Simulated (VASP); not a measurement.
Input of a VASP 6.6.1 run:

The input INCAR:

```
SYSTEM = Zr
  ALGO = Fast
  EDIFF = 1E-7
  EDIFFG = -0.01
  ENCUT = 600
  GGA = CA
  IBRION = 2
  ISIF = 4
  ISMEAR = 1
  LASPH = .TRUE.
  LCHARG = .FALSE.
  LREAL = .FALSE.
  LWAVE = .FALSE.
  NELM = 80
  NSW = 40
  PREC = Accurate
  SIGMA = 0.1
```

Contents of KPOINTS:

```
k-points
0
G
  15 15 7
  0 0 0
```

Contents of POSCAR:

```
Zr                                      
1.0
    3.1281386780      0.0000000000      0.0000000000
   -1.5640693390      2.7090475616     -0.0000000000
    0.0000000000      0.0000000000      5.0481187519
  Zr            
     2
Direct
     0.3333333332999970    0.6666666667000030    0.2500000000000000
     0.6666666667000030    0.3333333332999970    0.7500000000000000
```

Potentials or basis: VASP PAW LDA potentials, release 64 (Zr_sv).

Launch:

```console
$ cat potpaw_LDA.64/Zr_sv/POTCAR > POTCAR
$ mpirun -np 1 vasp_std > vasp.out
```

Question: Estimate the band gap on the k mesh.

Answer: None (metal or under the smearing width).

Question: Estimate the energy gained by relaxing.

Answer: 0.1 meV/atom.

Final structure:
```
Zr
1.0
     3.12371    0.00000    0.00000
    -1.56185    2.70521    0.00000
     0.00000    0.00000    5.06245
Zr
2
Cartesian
  0.0000 1.8035 1.2656
  1.5619 0.9017 3.7968
```
